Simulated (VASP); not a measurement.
# I (P-1) in VASP: relaxation of the atoms with r2SCAN

Aim: the relaxation of the atoms of I with r2SCAN.

Program: VASP 6.6.1. These are calculated values, not measurements. Logs are shortened: lines on timing, memory, paths and dates and some standing lists are left out, and cuts for length are marked.

## Step 1: The cell of the first run

The typed cell holds 2 atoms: a = 3.619 Å, b = 3.619 Å, c = 5.910 Å, α = 90.00°, β = 90.00°, γ = 109.47°.

The real solid is made of molecules; this cell is a model form.

## Step 2: Relaxation of the atoms, r2SCAN

INCAR

```
SYSTEM = I
PREC = Accurate
ENCUT = 520
EDIFF = 1E-7
ISMEAR = 0
SIGMA = 0.05
LREAL = .FALSE.
LASPH = .TRUE.
NELM = 80
ALGO = Normal
ISIF = 2
LWAVE = .FALSE.
LCHARG = .FALSE.
METAGGA = R2SCAN
LMIXTAU = .TRUE.
IBRION = 2
NSW = 40
EDIFFG = -0.01
```

KPOINTS

```
Automatic mesh
0
G
  8 8 5
  0 0 0
```

POSCAR

```
I
1.0
   -2.0893754400      2.0893754400      2.0893754400
    2.0893754400     -2.0893754400      2.0893754400
    4.1787508800      4.1787508800      0.0000000000
I
2
Direct
    0.0188010000      0.0035710000      0.0106990000
    0.4839910000      0.4811340000      0.4970910000
```

Potentials or basis: VASP PAW PBE potentials, release 64 (I).

Launch:

```console
$ cat potpaw_PBE.64/I/POTCAR > POTCAR
$ mpirun -np 1 vasp_std > vasp.out
```

OUTCAR:

```text
SYSTEM = I
   PREC = Accurate
   ENCUT = 520
   EDIFF = 1E-7
   ISMEAR = 0
   LREAL = .FALSE.
   LASPH = .TRUE.
   NELM = 80
   ISIF = 2
   METAGGA = R2SCAN
   IBRION = 2
   NSW = 40
   EDIFFG = -0.01

 ion  position               nearest neighbor table
   1  0.019  0.004  0.011-   2 3.48
   2  0.484  0.481  0.497-   1 3.48

  LATTYP: Found a base centered orthorhombic cell.
 ALAT       =     4.1787508800
 B/A-ratio  =     1.4142135624
 C/A-ratio  =     1.4142135624

  Lattice vectors:

 A1 = (  -2.0893754400,   2.0893754400,   2.0893754400)
 A2 = (   2.0893754400,  -2.0893754400,   2.0893754400)
 A3 = (   4.1787508800,   4.1787508800,   0.0000000000)

Analysis of symmetry for initial positions (statically):
=====================================================================
 Subroutine PRICEL returns:
 Original cell was already a primitive cell.

 Routine SETGRP: Setting up the symmetry group for a
 base centered orthorhombic supercell.

 Subroutine GETGRP returns: Found  2 space group operations
 (whereof  1 operations were pure point group operations)
 out of a pool of  8 trial point group operations.

The static configuration has the point symmetry C_1 .
 The point group associated with its full space group is S_2 .

Analysis of symmetry for dynamics (positions and initial velocities):
=====================================================================
 Subroutine PRICEL returns:
 Original cell was already a primitive cell.

 Routine SETGRP: Setting up the symmetry group for a
 base centered orthorhombic supercell.

 Subroutine GETGRP returns: Found  2 space group operations
 (whereof  1 operations were pure point group operations)
 out of a pool of  8 trial point group operations.

The dynamic configuration has the point symmetry C_1 .
 The point group associated with its full space group is S_2 .

 Subroutine INISYM returns: Found  2 space group operations
 (whereof  1 operations are pure point group operations),
 and found     1 'primitive' translations

----------------------------------------------------------------------------------------

                                     Primitive cell

  volume of cell :      72.9692

  direct lattice vectors                    reciprocal lattice vectors
    -2.089375440  2.089375440  2.089375440    -0.119652981  0.119652981  0.239305962
     2.089375440 -2.089375440  2.089375440     0.119652981 -0.119652981  0.239305962
     4.178750880  4.178750880  0.000000000     0.119652981  0.119652981  0.000000000

  length of vectors
     3.618904418  3.618904418  5.909646168     0.293088750  0.293088750  0.169214869

  position of ions in fractional coordinates (direct lattice)
     0.018801000  0.003571000  0.010699000
     0.483991000  0.481134000  0.497091000

  ion indices of the primitive-cell ions
   primitive index   ion index
                 1           1
                 2           2

----------------------------------------------------------------------------------------

 KPOINTS: Automatic mesh

Automatic generation of k-mesh.
 Grid dimensions read from file:
 generate k-points for:    8    8    5

 Generating k-lattice:

  Cartesian coordinates                     Fractional coordinates (reciprocal lattice)
    -0.014956623  0.014956623  0.029913245     0.125000000  0.000000000  0.000000000
     0.014956623 -0.014956623  0.029913245     0.000000000  0.125000000  0.000000000
     0.023930596  0.023930596  0.000000000     0.000000000  0.000000000  0.200000000

  Length of vectors
     0.036636094  0.036636094  0.033842974

  Shift w.r.t. Gamma in fractional coordinates (k-lattice)
     0.000000000  0.000000000  0.000000000

 Subroutine IBZKPT returns following result:
 ===========================================

 Found    162 irreducible k-points:

 Following reciprocal coordinates:
            Coordinates               Weight
  0.000000  0.000000  0.000000      1.000000
  0.125000  0.000000  0.000000      2.000000
  0.000000  0.125000  0.000000      2.000000
  0.250000  0.000000  0.000000      2.000000
  0.000000  0.250000  0.000000      2.000000
  0.375000  0.000000  0.000000      2.000000
[... 16 lines left out ...]
  0.375000  0.250000  0.000000      2.000000
  0.250000  0.375000  0.000000      2.000000
 [... further k-points ...]
   k-points           NKPTS =    162   k-points in BZ     NKDIM =    162   number of bands    NBANDS=     11
   number of dos      NEDOS =    301   number of ions     NIONS =      2
   total plane-waves  NPLWV =  37632
   dimension x,y,z NGX =    28 NGY =   28 NGZ =   48
   dimension x,y,z NGXF=    56 NGYF=   56 NGZF=   96
   ions per type =               2
   NGX,Y,Z   is equivalent  to a cutoff of  12.86, 12.86, 13.50 a.u.
   NGXF,Y,Z  is equivalent  to a cutoff of  25.73, 25.73, 27.01 a.u.
 SYSTEM =  I
   PREC   = accura    normal or accurate (medium, high low for compatibility)
   ISTART =      0    job   : 0-new  1-cont  2-samecut
   ICHARG =      2    charge: 1-file 2-atom 10-const
   ISPIN  =      1    spin polarized calculation?
   LNONCOLLINEAR =      F non collinear calculations
   LSORBIT =      F    spin-orbit coupling
   LASPH  =      T    aspherical Exc in radial PAW
   ENCUT  =  520.0 eV  38.22 Ry    6.18 a.u.   6.73  6.73 10.99*2*pi/ulx,y,z
   NELM   =     80;   NELMIN=  2; NELMDL= -5     # of ELM steps
   EDIFF  = 0.1E-06   stopping-criterion for ELM
   LREAL  =      F    real-space projection
   EDIFFG = -.1E-01   stopping-criterion for IOM
   NSW    =     40    number of steps for IOM
   IBRION =      2    ionic relax: 0-MD 1-quasi-New 2-CG
   NFREE  =      1    steps in history (QN), initial steepest desc. (CG)
   ISIF   =      2    stress and relaxation
   ISYM   =      2    0-nonsym 1-usesym 2-fastsym
   POTIM  = 0.5000    time-step for ionic-motion
   TEBEG  =    0.0;   TEEND  =   0.0 temperature during run
   PSTRESS=    0.0 pullay stress
   NELECT =      14.0000    total number of electrons
   NUPDOWN=      -1.0000    fix difference up-down
   EMIN   =  10.00;   EMAX   =-10.00  energy-range for DOS
   EFERMI =   0.00;   METHOD = LEGACY
   ISMEAR =     0;   SIGMA  =   0.05  broadening in eV -4-tet -1-fermi 0-gaus
   EFERMI_NEDOS =   21; number of points for ismear=-14 and -15
   IALGO  =     38    algorithm
   IMIX   =      4    mixing-type and parameters
     AMIX     =   0.40;   BMIX     =  1.00
     AMIX_MAG =   1.60;   BMIX_MAG =  1.00
  volume/ion in A,a.u.               =      36.48       246.21
  Fermi-wavevector in a.u.,A,eV,Ry     =   0.944215  1.784308 12.130172  0.891543
  Thomas-Fermi vector in A             =   2.071998
   LORBIT       =      0    0 simple, 1 ext, 2 COOP (PROOUT), +10 PAW based schemes
   METAGGA = R2SCAN    functional components
   LHFCALC =     F    Hartree Fock is set to
   AEXX    =    0.0000 exact exchange contribution
   IVDW    =     0    specifies the selected vdW correction
   LEPSILON=     F    determine dielectric tensor
   LRPA    =     F    only Hartree local field effects (RPA)
 conjugate gradient relaxation of ions
 non-spin polarized calculation
 Gauss-broadening in eV      SIGMA  =   0.05
  energy-cutoff  :      520.00
  volume of cell :       72.97
 maximum number of plane-waves:      1980
   NGX = 13   NGY = 13   NGZ = 21

--------------------------------------- Ionic step        1  -------------------------------------------

 number of electron      13.9999999 magnetization

 Free energy of the ion-electron system (eV)
  ---------------------------------------------------
  ext. energy  EPLUGINS =         0.00000000
  ---------------------------------------------------
  free energy    TOTEN  =       -48.09416986 eV

  energy without entropy =      -48.08922384  energy(sigma->0) =      -48.09169685

------------------------ aborting loop because EDIFF is reached ----------------------------------------

  FORCE on cell =-STRESS in cart. coord.  units (eV):
  Direction    XX          YY          ZZ          XY          YZ          ZX
  --------------------------------------------------------------------------------------
  -------------------------------------------------------------------------------------
  Total       -0.0992279     -0.1033706     -0.1839066     -0.4108006     -0.0370689     -0.0612969
  in kB       -2.1787381     -2.2696994     -4.0380192     -9.0199105     -0.8139178     -1.3458895
  external PRESSURE =      -2.8288189 kB  Pullay stress =       0.0000000 kB
[... 237 lines left out ...]
  energy  without entropy=      -48.0953159891  energy(sigma->0) =      -48.09817505

--------------------------------------- Ionic step        8  -------------------------------------------

 number of electron      14.0000001 magnetization

 Free energy of the ion-electron system (eV)
  ---------------------------------------------------
  ext. energy  EPLUGINS =         0.00000000
  ---------------------------------------------------
  free energy    TOTEN  =       -48.10161096 eV

  energy without entropy =      -48.09584744  energy(sigma->0) =      -48.09872920

 E-fermi :   3.8315     XC(G=0):  -9.3029

 val. band max:        3.8287916468   @ k =  -0.2500  -0.3750  -0.4000
 cond. band min:       3.8390927132   @ k =   0.2500   0.0000   0.2000
 fundamental gap:      0.0103010664
 Fermi energy:         3.8314825974

 k-point     1 :       0.0000    0.0000    0.0000
  band No.  band energies     occupation
      1      -9.8941      2.00000
      2      -8.4340      2.00000
      3      -0.5974      2.00000
      4       3.0142      2.00000
      5       4.3628      0.00000
      6       4.6479      0.00000
      7       4.6642      0.00000
      8       4.6690      0.00000
      9      10.2419      0.00000
     10      11.6117      0.00000
     11      11.6810      0.00000
[... 309 lines left out ...]
 k-point    24 :       0.2500    0.3750    0.0000
  band No.  band energies     occupation
      1      -8.3050      2.00000
      2      -8.2250      2.00000
      3       0.4026      2.00000
      4       0.8829      2.00000
      5       1.7554      2.00000
      6       2.0083      2.00000
      7       2.2283      2.00000
      8       2.4710      2.00000
      9      10.2758      0.00000
     10      12.7931      0.00000
     11      13.8803      0.00000

 [... further k-points ...]

------------------------ aborting loop because EDIFF is reached ----------------------------------------

  FORCE on cell =-STRESS in cart. coord.  units (eV):
  Direction    XX          YY          ZZ          XY          YZ          ZX
  --------------------------------------------------------------------------------------
  -------------------------------------------------------------------------------------
  Total       -0.1591803     -0.1591374     -0.2004160     -0.3159644     -0.0004056      0.0002255
  in kB       -3.4951058     -3.4941650     -4.4005151     -6.9375995     -0.0089067      0.0049509
  external PRESSURE =      -3.7965953 kB  Pullay stress =       0.0000000 kB
[... 17 lines left out ...]
  FREE ENERGIE OF THE ION-ELECTRON SYSTEM (eV)
  ---------------------------------------------------
  free  energy   TOTEN  =       -48.1016109645 eV

  energy  without entropy=      -48.0958474395  energy(sigma->0) =      -48.09872920

 reached required accuracy - stopping structural energy minimisation
```

Run time: 24 min. Hardware: 1 thread of Intel Xeon 6975P-C (Granite Rapids), shared host; peak memory 0.28 GiB.

What came out:

| Property | Result |
| --- | --- |
| Free energy | -48.1016 eV |
| Energy gained by relaxing | 3.7 meV/atom |
| Ionic steps | 8 |
| Pressure after relaxing | -0.4 GPa |
| Largest force after relaxing | 0.006 eV/Å |
| Band gap on the k mesh | none (metal or under the smearing width) |

Forces on the atoms (eV/Å):
```
I    0.005  0.002  0.002
I   -0.005 -0.002 -0.002
```

Step by step:
```
step  energy change (eV)  largest force (eV/Å)  pressure (GPa)
   1              0.0000                0.1203           -0.28
   2             -0.0013                0.1057           -0.30
   3             -0.0042                0.0650           -0.34
   4             -0.0055                0.0502           -0.36
   5             -0.0058                0.0376           -0.36
   6             -0.0061                0.0342           -0.36
   7             -0.0069                0.0233           -0.37
   8             -0.0074                0.0058           -0.38
```

Final structure:
```
CELL_PARAMETERS angstrom
-2.08938 2.08938 2.08938
2.08938 -2.08938 2.08938
4.17875 4.17875 0.00000
ATOMIC_POSITIONS crystal
I 0.00148 0.99094 0.00360
I 0.50131 0.49377 0.50419
```

Levels at points of the mesh, in eV from the Fermi level:
```
           k point  band 4  band 5  band 6  band 7  band 8  band 9  band 10  band 11
(0.00, 0.00, 0.00)   -0.82    0.53    0.82    0.83    0.84    6.41     7.78     7.85
(0.50, 0.00, 0.00)   -3.59   -1.95   -1.94    0.03    0.05    7.76     7.81     9.20
(0.00, 0.50, 0.00)   -3.58   -1.96   -1.92    0.03    0.05    7.78     7.80     9.23
(0.50, 0.50, 0.00)   -2.63   -2.61   -2.60   -0.81    0.51    5.09     5.09     6.41
```

Caveat: the PAW data sets were made with another functional, which shifts forces and pressure a little. Spin-orbit coupling is left out, which matters for the levels of I.
